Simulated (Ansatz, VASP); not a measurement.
**Two plane-wave programs on HfN**

```xyz
2
Lattice="0.0000 2.2739 2.2739 2.2739 0.0000 2.2739 2.2739 2.2739 0.0000" Properties=species:S:1:pos:R:3 pbc="T T T"
Hf    0.0000    0.0000    0.0000
N     2.2739    2.2739    2.2739
```

Alike in both runs: functional PBE; k mesh 16 × 16 × 16; occupations gaussian, width 0.1 eV; no spin polarisation.

Ansatz relaxed the structure, and its values are those at the end. VASP's run is a single point on that final structure, the one shown.

```csv
,VASP,Ansatz
version,VASP 6.6.1,Ansatz 0.2.0
potentials or method,"VASP PAW PBE potentials, release 64 (Hf_pv, N)","scalar-relativistic, plane waves, PAW"
plane-wave cutoff (eV),520,420
valence electrons in the cell,15,31
```

|  | VASP | Ansatz | Ansatz less VASP |
| --- | --- | --- | --- |
| gap on the k mesh at the Fermi level (eV) | none | none | - |
| pressure (GPa) | -2.3 | 0.0 | +2.35 |

A gap of «none» marks a metal or a gap that the smearing closes. With one functional, cell and mesh, what is left measures potentials, basis and numerics. The two sets of potentials don't hold the same shells in valence.

The runs have no spin-orbit coupling, so splittings on Hf are missing.
